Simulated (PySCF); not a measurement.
Spiropentane, C5H8.
Bonds: C1–C2, C2–C3, C3–C4, C4–C5, C1–C3, C3–C5. Hydrogens: H6, H7 on C1; H8, H9 on C2; H10, H11 on C4; H12, H13 on C5.

The same species was optimised twice, with GFN2-xTB and with PBE0-D3(BJ)/def2-SVP (PySCF), and the same property calculations (PySCF, gas phase) were run on both structures.

```csv
coordinate,GFN2-xTB,PBE0-D3(BJ)/def2-SVP,change
C5–H13 (Å),1.081,1.094,+0.013
C2–H8 (Å),1.081,1.094,+0.013
C4–H10 (Å),1.081,1.094,+0.013
C1–H7 (Å),1.081,1.094,+0.013
C2–H9 (Å),1.081,1.094,+0.013
C1–H6 (Å),1.081,1.094,+0.013
C5–H12 (Å),1.081,1.094,+0.013
C4–H11 (Å),1.081,1.094,+0.013
C1–C2 (Å),1.514,1.519,+0.005
C4–C5 (Å),1.514,1.519,+0.005
C1–C3 (Å),1.478,1.477,-0.001
C3–C5 (Å),1.478,1.477,-0.001
C3–C4 (Å),1.478,1.477,-0.001
C2–C3 (Å),1.478,1.477,-0.001
H12–C5–H13 (°),113.6,114.5,+0.9
H6–C1–H7 (°),113.7,114.5,+0.8
H8–C2–H9 (°),113.7,114.5,+0.8
H10–C4–H11 (°),113.7,114.5,+0.8
C4–C5–H12 (°),118.2,117.7,-0.5
C1–C2–H8 (°),118.1,117.7,-0.4
C2–C1–H6 (°),118.1,117.7,-0.4
C5–C4–H11 (°),118.1,117.7,-0.4
```

Rotational constants: A = 10744, B = 4186, C = 4184 MHz (GFN2-xTB) against A = 10642, B = 4190, C = 4189 MHz (PBE0-D3(BJ)/def2-SVP). Point groups within 0.08 Å: D2d and D2d.

On the GFN2-xTB structure: lowest singlet, TDDFT (eV) 7.51 [B3LYP/def2-SVPD]; lowest triplet, Tamm–Dancoff (eV) 7.39 [B3LYP/def2-SVPD]; isotropic polarisability (au) 56.9 [B3LYP/def2-SVPD]; HOMO (eV) -7.65 [B3LYP/def2-SVPD]; LUMO (eV) 0.77 [B3LYP/def2-SVPD]; HOMO (eV) -7.86 [PBE0/pcSseg-1]; LUMO (eV) 1.95 [PBE0/pcSseg-1]; GIAO shielding of C1/C2/C4/C5 (mean) (ppm) 177.2 [PBE0/pcSseg-1]; GIAO shielding of C3 (ppm) 176.8 [PBE0/pcSseg-1].

**Question.** What do these properties become on the PBE0-D3(BJ)/def2-SVP structure?

**Answer.** 
```csv
property,level,on GFN2-xTB,on PBE0-D3(BJ)/def2-SVP,change
"lowest singlet, TDDFT (eV)",B3LYP/def2-SVPD,7.51,7.46,-0.05
"lowest triplet, Tamm–Dancoff (eV)",B3LYP/def2-SVPD,7.39,7.34,-0.05
isotropic polarisability (au),B3LYP/def2-SVPD,56.9,57.8,+0.9
HOMO (eV),B3LYP/def2-SVPD,-7.65,-7.62,+0.03
LUMO (eV),B3LYP/def2-SVPD,0.77,0.75,-0.02
"energy, GFN2-xTB geometry as zero (kcal/mol)",B3LYP/def2-SVPD,0.0,-0.5,-0.5
HOMO (eV),PBE0/pcSseg-1,-7.86,-7.83,+0.03
LUMO (eV),PBE0/pcSseg-1,1.95,1.90,-0.05
"energy, GFN2-xTB geometry as zero (kcal/mol)",PBE0/pcSseg-1,0.0,-0.2,-0.2
GIAO shielding of C1/C2/C4/C5 (mean) (ppm),PBE0/pcSseg-1,177.2,174.7,-2.5
GIAO shielding of C3 (ppm),PBE0/pcSseg-1,176.8,176.0,-0.8
```

The heavy atoms differ by 0.003 Å rms after alignment. Among all bonds C1–H6, C1–H7, C2–H8, C2–H9, C4–H10, C4–H11, C5–H12 and C5–H13 change most and about equally (+0.013 Å). Changes are differences of the printed values. Neither structure is proved a minimum here.
